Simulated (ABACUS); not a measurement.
# Ag (Fm-3m) in ABACUS: a series of runs

The runs below take Ag through single point, with BLYP, PBE.

All numbers are computed with ABACUS 3.10.1; they aren't measurements. Logs are shortened: lines on timing, memory, paths and dates and some standing lists are left out, and cuts for length are marked.

### 1 The crystal as given

Symmetry: Fm-3m, No. 225, cubic system. The conventional cell has a = 4.085 Å, b = 4.085 Å, c = 4.085 Å, α = 90.00°, β = 90.00°, γ = 90.00°. Ag (site symmetry m-3m) is surrounded by 12 Ag at 2.89 Å.

### 2 Single point, BLYP

Contents of run_abacus.py:

```python
"""ABACUS run from a structure file: ASE reads it, the script writes STRU, KPT and INPUT."""
import re
import subprocess
import spglib
from ase import Atoms
from ase.io import read
from ase.units import Bohr

atoms = read("Ag.cif")
cell, frac, numbers = spglib.standardize_cell((atoms.cell[:], atoms.get_scaled_positions(), atoms.numbers), to_primitive=True, symprec=1e-4)
atoms = Atoms(numbers=numbers, cell=cell, scaled_positions=frac, pbc=True)  # the primitive cell
atoms = atoms[(-atoms.numbers).argsort(kind="stable")]  # ABACUS lists atoms element by element
pseudo = {'Ag': '47_Ag_19_1.9_2.5_pbe_n_v1.0.upf'}
orbital = {'Ag': 'Ag_confined-atom_7au_3s2p2d1f.orb'}
magmoms = None
kmesh = [10, 10, 10]
params = {
    'suffix': 'Ag',
    'calculation': 'scf',
    'basis_type': 'lcao',
    'pseudo_dir': './',
    'orbital_dir': './',
    'symmetry': 1,
    'dft_functional': 'GGA_X_B88+GGA_C_LYP',
    'ecutwfc': 100,
    'pseudo_rcut': 10,
    'nspin': 1,
    'nbands': 20,
    'ks_solver': 'genelpa',
    'smearing_method': 'fd',
    'smearing_sigma': 0.00367493,
    'scf_thr': 1e-07,
    'scf_nmax': 100,
    'mixing_type': 'broyden',
    'mixing_beta': 0.7,
    'cal_force': 1,
    'cal_stress': 1,
    'out_mul': 1,
    'out_chg': 1,
}

symbols = atoms.get_chemical_symbols()
elements = list(dict.fromkeys(symbols))
lines = ["ATOMIC_SPECIES"] + [f"{e} {atoms.get_masses()[symbols.index(e)]:.4f} {pseudo[e]}" for e in elements]
if orbital:
    lines += ["", "NUMERICAL_ORBITAL"] + [orbital[e] for e in elements]
lines += ["", "LATTICE_CONSTANT", f"{1 / Bohr:.10f}", "", "LATTICE_VECTORS"]
lines += [" ".join(f"{x:.10f}" for x in v) for v in atoms.cell]
lines += ["", "ATOMIC_POSITIONS", "Direct"]
for e in elements:
    lines += ["", e, "0.0", str(symbols.count(e))]
    for i, p in enumerate(atoms.get_scaled_positions(wrap=False)):
        if symbols[i] == e:
            mag = "" if magmoms is None else " mag " + " ".join(str(x) for x in (magmoms[i] if isinstance(magmoms[i], list) else [magmoms[i]]))
            lines.append(" ".join(f"{x:.10f}" for x in p) + " 1 1 1" + mag)
open("STRU", "w").write("\n".join(lines) + "\n")
open("KPT", "w").write("K_POINTS\n0\nGamma\n%d %d %d 0 0 0\n" % tuple(kmesh))
open("INPUT", "w").write("INPUT_PARAMETERS\n" + "".join(f"{k:<20s}{v}\n" for k, v in params.items()))

done = subprocess.run(['mpirun', '-np', '4', 'abacus'])
if done.returncode:
    raise SystemExit(done.returncode)
log = open("OUT.Ag/running_scf.log").read()
print("final energy (eV):", re.findall(r"FINAL_ETOT_IS (\S+)", log))
```

Contents of Ag.cif:

```cif
data_Ag
_cell_length_a 4.08550000
_cell_length_b 4.08550000
_cell_length_c 4.08550000
_cell_angle_alpha 90.00000000
_cell_angle_beta 90.00000000
_cell_angle_gamma 90.00000000
_space_group_name_H-M_alt 'Fm-3m'
_space_group_name_Hall '-F 4 2 3'
_space_group_IT_number 225
loop_
_space_group_symop_operation_xyz
'x,y,z'
'-x,-y,-z'
'-y,x,z'
'y,-x,-z'
'-x,-y,z'
'x,y,-z'
'y,-x,z'
'-y,x,-z'
'x,-y,-z'
'-x,y,z'
'-y,-x,-z'
'y,x,z'
'-x,y,-z'
'x,-y,z'
'y,x,-z'
'-y,-x,z'
'z,x,y'
'-z,-x,-y'
'z,-y,x'
'-z,y,-x'
'z,-x,-y'
'-z,x,y'
'z,y,-x'
'-z,-y,x'
'-z,x,-y'
'z,-x,y'
'-z,-y,-x'
'z,y,x'
'-z,-x,y'
'z,x,-y'
'-z,y,x'
'z,-y,-x'
'y,z,x'
'-y,-z,-x'
'x,z,-y'
'-x,-z,y'
'-y,z,-x'
'y,-z,x'
'-x,z,y'
'x,-z,-y'
'-y,-z,x'
'y,z,-x'
'-x,-z,-y'
'x,z,y'
'y,-z,-x'
'-y,z,x'
'x,-z,y'
'-x,z,-y'
'x,y+1/2,z+1/2'
'-x,-y+1/2,-z+1/2'
'-y,x+1/2,z+1/2'
[... 62 lines left out ...]
'-z+1/2,-x,-y+1/2'
'z+1/2,-y,x+1/2'
'-z+1/2,y,-x+1/2'
'z+1/2,-x,-y+1/2'
'-z+1/2,x,y+1/2'
'z+1/2,y,-x+1/2'
'-z+1/2,-y,x+1/2'
'-z+1/2,x,-y+1/2'
'z+1/2,-x,y+1/2'
'-z+1/2,-y,-x+1/2'
'z+1/2,y,x+1/2'
'-z+1/2,-x,y+1/2'
'z+1/2,x,-y+1/2'
'-z+1/2,y,x+1/2'
'z+1/2,-y,-x+1/2'
'y+1/2,z,x+1/2'
'-y+1/2,-z,-x+1/2'
'x+1/2,z,-y+1/2'
'-x+1/2,-z,y+1/2'
'-y+1/2,z,-x+1/2'
'y+1/2,-z,x+1/2'
'-x+1/2,z,y+1/2'
'x+1/2,-z,-y+1/2'
'-y+1/2,-z,x+1/2'
'y+1/2,z,-x+1/2'
'-x+1/2,-z,-y+1/2'
'x+1/2,z,y+1/2'
'y+1/2,-z,-x+1/2'
'-y+1/2,z,x+1/2'
'x+1/2,-z,y+1/2'
'-x+1/2,z,-y+1/2'
'x+1/2,y+1/2,z'
'-x+1/2,-y+1/2,-z'
'-y+1/2,x+1/2,z'
'y+1/2,-x+1/2,-z'
'-x+1/2,-y+1/2,z'
'x+1/2,y+1/2,-z'
'y+1/2,-x+1/2,z'
'-y+1/2,x+1/2,-z'
'x+1/2,-y+1/2,-z'
'-x+1/2,y+1/2,z'
'-y+1/2,-x+1/2,-z'
'y+1/2,x+1/2,z'
'-x+1/2,y+1/2,-z'
'x+1/2,-y+1/2,z'
'y+1/2,x+1/2,-z'
'-y+1/2,-x+1/2,z'
'z+1/2,x+1/2,y'
'-z+1/2,-x+1/2,-y'
'z+1/2,-y+1/2,x'
'-z+1/2,y+1/2,-x'
'z+1/2,-x+1/2,-y'
'-z+1/2,x+1/2,y'
'z+1/2,y+1/2,-x'
'-z+1/2,-y+1/2,x'
'-z+1/2,x+1/2,-y'
'z+1/2,-x+1/2,y'
'-z+1/2,-y+1/2,-x'
'z+1/2,y+1/2,x'
'-z+1/2,-x+1/2,y'
'z+1/2,x+1/2,-y'
'-z+1/2,y+1/2,x'
'z+1/2,-y+1/2,-x'
'y+1/2,z+1/2,x'
'-y+1/2,-z+1/2,-x'
'x+1/2,z+1/2,-y'
'-x+1/2,-z+1/2,y'
'-y+1/2,z+1/2,-x'
'y+1/2,-z+1/2,x'
'-x+1/2,z+1/2,y'
'x+1/2,-z+1/2,-y'
'-y+1/2,-z+1/2,x'
'y+1/2,z+1/2,-x'
'-x+1/2,-z+1/2,-y'
'x+1/2,z+1/2,y'
'y+1/2,-z+1/2,-x'
'-y+1/2,z+1/2,x'
'x+1/2,-z+1/2,y'
'-x+1/2,z+1/2,-y'
loop_
_atom_site_label
_atom_site_type_symbol
_atom_site_symmetry_multiplicity
_atom_site_Wyckoff_symbol
_atom_site_fract_x
_atom_site_fract_y
_atom_site_fract_z
_atom_site_occupancy
Ag1 Ag 4 a 0.0000000000 0.0000000000 0.0000000000 1
```

Potentials or basis: SPMS ONCV 1.0 PBE, DZP LCAO (the cutoffs set its grid).

On the command line:

```sh
$ OMP_NUM_THREADS=1 python run_abacus.py > log
```

running log:

```text
ABACUS v3.10.1

               Atomic-orbital Based Ab-initio Computation at UStc

 ------------------------------------------------------------------------------------

 READING GENERAL INFORMATION
                           global_out_dir = OUT.Ag/
                           global_in_card = INPUT
                               pseudo_dir = ./
                              orbital_dir = ./
                                    DSIZE = 4
                                    GSIZE = 1

 READING UNITCELL INFORMATION
                                    ntype = 1
                  lattice constant (Bohr) = 1.88973
              lattice constant (Angstrom) = 1

 READING ATOM TYPE 1
                               atom label = Ag
                      L=0, number of zeta = 3
                      L=1, number of zeta = 2
                      L=2, number of zeta = 2
                      L=3, number of zeta = 1
             number of atom for this type = 1

                        TOTAL ATOM NUMBER = 1
DIRECT COORDINATES
    atom                   x                   y                   z     mag                  vx                  vy                  vz
taud_Ag1            0.0000000000        0.0000000000        0.0000000000  0.0000        0.0000000000        0.0000000000        0.0000000000

                          Volume (Bohr^3) = 115.046
                             Volume (A^3) = 17.0481

 Lattice vectors: (Cartesian coordinate: in unit of a_0)
                   +0            +2.04275            +2.04275
             +2.04275                  +0            +2.04275
             +2.04275            +2.04275                  +0
 Reciprocal vectors: (Cartesian coordinate: in unit of 2 pi/a_0)
            -0.244768           +0.244768           +0.244768
            +0.244768           -0.244768           +0.244768
            +0.244768           +0.244768           -0.244768
 The esolver type has been set to : ksdft_lcao

                PAO radial cut off (Bohr) = 10

 Read in pseudopotential file is 47_Ag_19_1.9_2.5_pbe_n_v1.0.upf
                     pseudopotential type = NC
          exchange-correlation functional = PBE
                 nonlocal core correction = 1
                        valence electrons = 19
                                     lmax = 2
                           number of zeta = 4
                     number of projectors = 6
                           L of projector = 0
                           L of projector = 0
                           L of projector = 1
                           L of projector = 1
                           L of projector = 2
                           L of projector = 2
 XC functional updated to : GGA_X_B88+GGA_C_LYP
          exchange-correlation functional = GGA_X_B88+GGA_C_LYP
     initial pseudo atomic orbital number = 10

 SETUP THE ELECTRONS NUMBER
            electron number of element Ag = 19
[... 143 lines left out ...]
     PROC   COLUMNS(POT)             PW
        1             64            686
        2             63            682
        3             63            683
        4             63            682
 --------------- sum -------------------
        4            253           2733

 SET NONLOCAL PSEUDOPOTENTIAL PROJECTORS
 max number of nonlocal projetors among all species is 6

 -------------------------------------------
 SELF-CONSISTENT
 -------------------------------------------

 SETUP SEARCHING RADIUS FOR PROGRAM TO SEARCH ADJACENT ATOMS
                  longest orb rcut (Bohr) = 7
   longest nonlocal projector rcut (Bohr) = 2.5
                     search radius (Bohr) = 19
              searching radius is (Bohr)) = 19
         searching radius unit is (Bohr)) = 1.89
                         PeriodicBoundary = 1
                        Radius(unit:lat0) = 10.1
                                   glayer = [ 6, 6, 6 ]
                             glayer_minus = [ 5, 5, 5 ]

Find the coordinate range of the input atom(unit:lat0).
                                  min_tau = [ -20.4, -20.4, -20.4 ]
                                  max_tau = [ 20.4, 20.4, 20.4 ]
                                BoxNumber = [ 11, 11, 11 ]

 SETUP EXTENDED REAL SPACE GRID FOR GRID INTEGRATION
                          real space grid = [ 36, 36, 36 ]
                 big cell numbers in grid = [ 12, 12, 12 ]
             meshcell numbers in big cell = [ 3, 3, 3 ]
                        extended fft grid = [ 19, 19, 19 ]
                dimension of extened grid = [ 51, 51, 51 ]
                            UnitCellTotal = 125
              Atom number in sub-FFT-grid = 1
    Local orbitals number in sub-FFT-grid = 26
                                ParaV.nnr = 42081
                                 init_chg = atomic

 LCAO ALGORITHM --------------- ION=   1  ELEC=   1--------------------------------

 Density error is 0.040551422903
----------------------------------------------------------
     Energy           Rydberg                 eV
----------------------------------------------------------
 E_KohnSham     -297.2130768851      -4043.7913657497
 E_Harris       -300.1794021217      -4084.1502910884
 E_Fermi        1.4132642414         19.2284464627
----------------------------------------------------------
[... 69 lines left out ...]
 Density error is 1.84311298056e-08
----------------------------------------------------------
     Energy           Rydberg                 eV
----------------------------------------------------------
 E_KohnSham     -297.2302947601      -4044.0256269567
 E_KS(sigma->0) -297.2302028144      -4044.0243759720
 E_Harris       -297.2302960121      -4044.0256439918
 E_band         -15.2831580815       -207.9380333430
 E_one_elec     -103.5135498121      -1408.3740976513
 E_Hartree      62.3954293049        848.9333677030
 E_xc           -41.7294587517       -567.7584134796
 E_Ewald        -214.3825316099      -2916.8239815594
 E_entropy(-TS) -0.0001838913        -0.0025019694
 E_descf        0.0000000000         0.0000000000
 E_exx          0.0000000000         0.0000000000
 E_Fermi        1.3814690169         18.7958502409
----------------------------------------------------------

 charge density convergence is achieved
 final etot is -4044.025627 eV
 EFERMI = 18.795850241 eV

 STATE ENERGY(eV) AND OCCUPATIONS    NSPIN == 1
 1/47 kpoint (Cartesian) = 0.0000 0.0000 0.0000 (480 pws)
       1       -73.3601     0.00200000
       2       -36.6382     0.00200000
       3       -36.6382     0.00200000
       4       -36.6382     0.00200000
       5        11.0389     0.00200000
       6        13.9634     0.00200000
[... 122 lines left out ...]
      19        53.2083        0.00000
      20        57.7166        0.00000

[... levels at 41 further k points ...]

 correction force for each atom along direction 1 is 2.25055e-14
 correction force for each atom along direction 2 is 4.25559e-14
 correction force for each atom along direction 3 is -2.30215e-14
------------------------------------------------------------------------------------------
 TOTAL-FORCE (eV/Angstrom)
------------------------------------------------------------------------------------------
                       Ag1         0.0000000000         0.0000000000         0.0000000000
------------------------------------------------------------------------------------------

----------------------------------------------------------------
 TOTAL-STRESS (KBAR)
----------------------------------------------------------------
       129.5713868075         0.0000000000        -0.0000000000
        -0.0000000000       129.5713868075         0.0000000000
        -0.0000000000         0.0000000000       129.5713868075
----------------------------------------------------------------
 TOTAL-PRESSURE: 129.571387 KBAR

 --------------------------------------------
 !FINAL_ETOT_IS -4044.0256269566648371 eV
 --------------------------------------------
```

It took 6.2 s on 4 MPI ranks of Intel Xeon Platinum 8375C at 2.90GHz (Ice Lake), shared host; peak memory 0.36 GiB.

Results:

```
Free energy            : -4044.0256 eV
Pressure               : 13.0 GPa
Band gap on the k mesh : none (metal or under the smearing width)
```

Caveat: the atomic orbitals were generated for these runs and aren't a published set; the potentials were made for another functional, which shifts forces and pressure; the basis of atomic orbitals isn't converged, which shifts pressures, moduli and gaps.

### 3 Single point, PBE

Changes to run_abacus.py since step 2:

```diff
@@ -12,4 +12,4 @@
 atoms = atoms[(-atoms.numbers).argsort(kind="stable")]  # ABACUS lists atoms element by element
-pseudo = {'Ag': '47_Ag_19_1.9_2.5_pbe_n_v1.0.upf'}
-orbital = {'Ag': 'Ag_confined-atom_7au_3s2p2d1f.orb'}
+pseudo = {'Ag': 'Ag.upf'}
+orbital = {'Ag': 'Ag_confined-atom_7au_4s3p3d1f.orb'}
 magmoms = None
@@ -23,3 +23,3 @@
     'symmetry': 1,
-    'dft_functional': 'GGA_X_B88+GGA_C_LYP',
+    'dft_functional': 'pbe',
     'ecutwfc': 100,
@@ -28,3 +28,3 @@
     'nbands': 20,
-    'ks_solver': 'genelpa',
+    'ks_solver': 'scalapack_gvx',
     'smearing_method': 'fd',
```

Ag.cif is that of step 2.

Potentials or basis: PseudoDojo NC SR 0.5 PBE standard, TZDP LCAO (the cutoffs set its grid).

On the command line:

```sh
$ OMP_NUM_THREADS=1 python run_abacus.py > log
```

Wall time 11 s (4 MPI ranks of Intel Xeon Platinum 8375C at 2.90GHz (Ice Lake), shared host); peak memory 0.36 GiB.

It converged, with:

* Free energy: -4218.2346 eV
* Pressure: 4.9 GPa
* Band gap on the k mesh: none (metal or under the smearing width)

Levels at points of the mesh, in eV from the Fermi level:
```csv
k point,band 6,band 7,band 8,band 9,band 10,band 11,band 12,band 13,band 14,band 15
"(0.00, 0.00, 0.00)",-4.77,-4.77,-4.77,-3.73,-3.73,16.81,20.22,20.22,20.22,25.46
"(0.50, 0.50, 0.50)",-4.79,-4.79,-2.94,-2.94,-0.36,3.64,16.01,18.07,18.07,22.89
"(0.50, 0.50, 0.00)",-6.27,-2.97,-2.73,-2.73,1.65,6.77,10.75,10.75,17.14,17.31
```

Caveat: the atomic orbitals were generated for these runs and aren't a published set; the basis of atomic orbitals isn't converged, which shifts pressures, moduli and gaps.

### 4 Single point, PBE

Contents of INPUT:

```
INPUT_PARAMETERS
suffix              Ag
calculation         scf
basis_type          lcao
pseudo_dir          ./
orbital_dir         ./
symmetry            1
dft_functional      pbe
ecutwfc             100
pseudo_rcut         10
nspin               1
nbands              14
ks_solver           genelpa
smearing_method     fd
smearing_sigma      0.00367493
scf_thr             1e-07
scf_nmax            100
mixing_type         broyden
mixing_beta         0.7
cal_force           1
cal_stress          1
out_mul             1
```

Contents of STRU:

```
ATOMIC_SPECIES
Ag 107.8682 Ag.upf

NUMERICAL_ORBITAL
Ag_confined-atom_7au_3s2p2d1f.orb

LATTICE_CONSTANT
1.8897261246

LATTICE_VECTORS
0.0000000000 2.0427500000 2.0427500000
2.0427500000 0.0000000000 2.0427500000
2.0427500000 2.0427500000 0.0000000000

ATOMIC_POSITIONS
Direct

Ag
0.0
1
0.0000000000 0.0000000000 0.0000000000 1 1 1
```

Contents of KPT:

```
K_POINTS
0
Gamma
11 11 11 0 0 0
```

Potentials or basis: PseudoDojo NC SR 0.4.1 PBE standard, DZP LCAO (the cutoffs set its grid).

On the command line:

```sh
$ OMP_NUM_THREADS=1 mpirun -np 4 abacus > log
```

Wall time 3.5 s (4 MPI ranks of AMD EPYC 7B13 (Zen 3), shared host); peak memory 0.36 GiB.

It converged, with:

```
Free energy            : -4218.2383 eV
Pressure               : 5.2 GPa
Band gap on the k mesh : none (metal or under the smearing width)
```

Levels at points of the mesh, in eV from the Fermi level:
```tsv
k point	band 6	band 7	band 8	band 9	band 10	band 11	band 12	band 13	band 14
(0.00, 0.00, 0.00)	-5.06	-5.06	-5.06	-4.02	-4.02	16.51	19.96	19.96	19.96
```

Caveat: the atomic orbitals were generated for these runs and aren't a published set; the basis of atomic orbitals isn't converged, which shifts pressures, moduli and gaps.

(Part 1 of 2 ends here.)
